## Question

Tungsten is among the stiffest metals. With a bulk modulus near 300 GPa, it takes about 3 GPa to change its volume by one percent.

The table gives the equilibrium volume of tungsten in the fcc structure, the volume at which the energy is lowest while the lattice is kept cubic. The stable structure is bcc, and fcc tungsten is known to be mechanically unstable. Each entry is thus a minimum along one path, not the volume of a phase that could be put on a balance. PBE serves as the yardstick in parts (a) to (c), and part (d) asks how far it can be trusted.

Equilibrium volume per atom of fcc tungsten (space group Fm-3m), calculated with classical force fields and with PBE density-functional theory in periodic cells. Each volume is at the method's own energy minimum for a static lattice, without zero-point or thermal motion.

| method | rung | program | potentials | basis | k mesh | smearing | equilibrium volume (Å³/atom) |
| --- | --- | --- | --- | --- | --- | --- | --- |
| 2NN MEAM | force field | LAMMPS | WL.meam | default | none 1-atom-cell | none 0eV | 16.159 |
| 2NN MEAM | force field | LAMMPS-through-ASE | WL.meam | default | none 4-atom-cell | none 0eV | 16.159 |
| MEAM | force field | LAMMPS | library.meam | default | none 1-atom-cell | none 0eV | 17.080 |
| SNAP-with-ZBL | force field | LAMMPS-through-ASE | W_2940_2017_2.snap | default | none 4-atom-cell | none 0eV | 17.247 |
| SNAP-with-ZBL | force field | LAMMPS | WBe_Wood_PRB2019.snap | default | none 1-atom-cell | none 0eV | 16.779 |
| PBE | GGA | ABACUS | PseudoDojo-NC-SR-0.4.1-PBE-standard | 1006.82 eV | 11x11x11 1-atom-cell | fermi-dirac 0.05eV | 16.450 |
| PBE | GGA | SIRIUS | all-electron FP-LAPW | apw+lo standard | 11x11x11 1-atom-cell | fermi-dirac 0.05eV | 16.451 |

The two SNAP potentials are called SNAP-W (W_2940_2017_2.snap) and SNAP-WBe (WBe_Wood_PRB2019.snap) below.

**(a)** Where in this table does a method fail, and which comparisons between rows reveal it?

**(b)** At the PBE volume the MEAM potential gives a pressure of 13.2 GPa; a positive sign means that the crystal pushes outward. Its bulk modulus is 319 GPa. Relate this pressure to the error of the energy curve, and estimate from it the error in volume.

**(c)** SNAP-W misses the PBE volume by more than MEAM does. When its crystal relaxes from 16.731 Å³/atom to its own minimum, the energy falls by 0.0120 eV/atom. Is SNAP-W pushed outward harder than MEAM, or does it yield more easily?

**(d)** Why does the failure found in (a) arise? Does the deviation of 2NN MEAM count as a failure too, given that an LDA calculation with another program and basis finds 15.89 Å³/atom?

## Model answer

### (a) Change one thing at a time

The two PBE rows agree to 0.001 Å³/atom, although one program replaces the core electrons by a pseudopotential and the other treats every electron. The two 2NN MEAM rows also agree, although the driver and the size of the cell differ. Neither the program nor the cell is therefore a likely source of large differences.

Changing the potential file is another matter. SNAP-W and SNAP-WBe share a functional form, yet their volumes differ by 0.47 Å³/atom. Over the force-field rows the spread is 1.09 Å³/atom, nearly 7 % of the PBE volume. The failure sits in the fitted potentials, and its signature is a result that survives a change of program but not a change of file.

The errors have no common sign. Relative to PBE, 2NN MEAM is 1.8 % too small, while the other three potentials are between 2.0 % and 4.8 % too large. No single scaling factor would repair them. The label "PBE" names one set of equations, which two programs can solve alike; the label "SNAP" names a form whose coefficients still have to be chosen.

### (b) The slope of the error moves the minimum

Let $E(V)$ be the energy per atom of the force field at volume $V$ per atom, and let $V_p$ be the PBE volume. The PBE curve is flat at $V_p$, because that is its minimum. Any slope that the force field has there is an error relative to PBE, and it appears as a pressure

$$P=-\left.\frac{dE}{dV}\right|_{V_p}.$$

An energy error that is the same at every volume has no slope and leaves the minimum where it was. An error that varies with volume shifts it. The crystal moves until its elastic resistance, measured by the bulk modulus $B=-V\,dP/dV$, has used up the false pressure:

$$-P+\frac{B}{V_p}\,\Delta V\approx 0
\qquad\Rightarrow\qquad
\Delta V\approx\frac{V_pP}{B}.$$

For MEAM this gives

$$\Delta V\approx\frac{16.45\times13.2}{319}\ \text{Å}^3=0.68\ \text{Å}^3$$

per atom. The table gives $17.080-16.450=0.63$ Å³/atom, so the estimate is 8 % too large. The reason is that $B$ was taken at the MEAM minimum, whereas the crystal at $V_p$ is compressed and therefore stiffer.

Murnaghan's equation allows for this by letting the bulk modulus grow in proportion to pressure, at a rate $B'$:

$$V_{\min}=V_p\left(1+\frac{B'P}{B}\right)^{1/B'}.$$

It brings the MEAM shift to 0.63 Å³/atom, in agreement with the table. For 2NN MEAM, where the false pressure is −5.0 GPa and pulls inward, it gives −0.288 against −0.291 Å³/atom.

The energies involved are small. At the PBE volume, MEAM lies only 0.025 eV/atom above its own minimum, against a binding energy of about 8.3 eV/atom. An error that varies by a few hundredths of an electronvolt across this range is enough to displace the volume by almost 4 %. A potential can therefore look excellent in a comparison of total energies and still put the crystal at the wrong size.

### (c) The same push on a softer crystal

Near the minimum the energy is a parabola whose curvature is set by $B$. With $V_0=17.247$ Å³/atom for the minimum of SNAP-W and a relaxation of $17.247-16.731=0.516$ Å³/atom,

$$B\approx\frac{2\,\Delta E\,V_0}{(\Delta V)^2}
=\frac{2\times0.0120\times17.247}{0.516^2}\ \text{eV/Å}^3
\approx1.6\ \text{eV/Å}^3,$$

or about 250 GPa. The relaxation started on the compressed side, where the curve is steeper than a parabola, so this value is somewhat too high. Correcting for that with $B'$ assumed between 4 and 7 gives 231 to 238 GPa. The same recipe can be tested on 2NN MEAM, whose bulk modulus is known from its full energy curve: with the $B'$ of that curve it returns 299 GPa against 298 GPa.

SNAP-W is thus much softer than MEAM, with its 319 GPa. Murnaghan's equation now turns the volume error of SNAP-W back into a false pressure at the PBE volume, and the result is 12 to 13 GPa. This is practically the push found for MEAM. Provided that its energy curve is as regular as the assumed $B'$ implies, SNAP-W is not pushed harder; it yields more easily.

The size of the effect follows by giving SNAP-W the stiffness of MEAM. Its error would then be about 0.61 Å³/atom instead of the 0.80 Å³/atom in the table. The greater error of SNAP-W comes from a second fault in the shape of its curve or, if MEAM is the one that is too stiff, from a fault of MEAM that hides part of its own error. The two potentials alone do not decide which.

### (d) What a fit to one structure leaves open

A force field has no electrons. It assigns an energy to an arrangement of neighbours, with coefficients chosen to reproduce selected data. PBE solves for the electrons afresh in each structure, so a change of lattice needs no new coefficients.

The simplest force field, a sum over pairs with energy $\phi(r)$ at distance $r$, shows what can go wrong. Its pressure obeys

$$PV=-\frac16\sum_i n_i r_i\,\phi'(r_i),$$

where shell $i$ holds $n_i$ neighbours at distance $r_i$, and $\phi'$ is the slope of the pair energy. At equilibrium the repulsion of close neighbours cancels the attraction of more distant ones. In bcc the sum begins with 8 neighbours and 6 more only 15 % farther out; in fcc it begins with 12 at one distance, followed by a wide gap.

A fit to the bcc volume makes the bcc sum vanish. Many different functions $\phi$ can do that, and they give different sums for fcc, because fcc weights other distances. MEAM and SNAP add terms that depend on several neighbours at once, but the argument carries over: data on one structure fix one balance of forces and leave the next one loose. This would account for errors of either sign and for the disagreement of two files of the same form. A fit may include other structures besides bcc; that fcc had too little weight in the fits of these particular files is an inference from the scatter, not something that the volumes prove.

The verdict on 2NN MEAM must be milder. LDA usually makes metals too small, and PBE tends to make heavy ones slightly too large. Here the two lie 0.56 Å³/atom apart, part of which may come from the change of program and basis and from the coarser k mesh of the LDA run, and 2NN MEAM falls between them. Its distance from PBE may be no more than the trace of a fit to measured bcc data. The other three potentials lie above PBE, on the side where PBE itself tends to err, and are harder to excuse.

## Remarks on the reasoning

Part (a) rests on asking what each agreement tests. Two programs that solve the same equations test the numerical work, except for the k mesh and the smearing that they share, and their agreement does not make PBE exact. One potential run through two drivers tests the drivers. An answer that calls 2NN MEAM reliable because its volume appears twice has counted one piece of evidence as two.

In part (b) no constant was adjusted to the errors in volume. The values of $B$ and $B'$ came from a fit to each potential's own energies at seven volumes, and the pressure at $V_p$ was interpolated between pressures computed at those volumes. The success of the formula therefore shows that the energies and pressures of a potential belong together. It translates an error in volume into an error in slope; why the slope is wrong needs the separate argument of part (d).

Part (c) guards against reading the table as a league table. A volume error is a false pressure divided by a stiffness, so two potentials with equal false pressures can differ in their volumes. Halving the stiffness would roughly double the error for the same push. A good answer asks for the pressure or the bulk modulus before it ranks the potentials.

The lesson reaches the tungsten contacts and plugs of electronic chips. These are mostly bcc, but their grain boundaries and interfaces hold atoms with unusual numbers of neighbours, and a potential that gives the right bulk crystal may still put false stress there. A practical rule follows: take a small structure with the local surroundings that matter, set it to its density-functional volume, and read off the pressure that the force field reports. Divided by the bulk modulus, it gives roughly the fractional error in volume to expect for that structure, before any large simulation is begun.
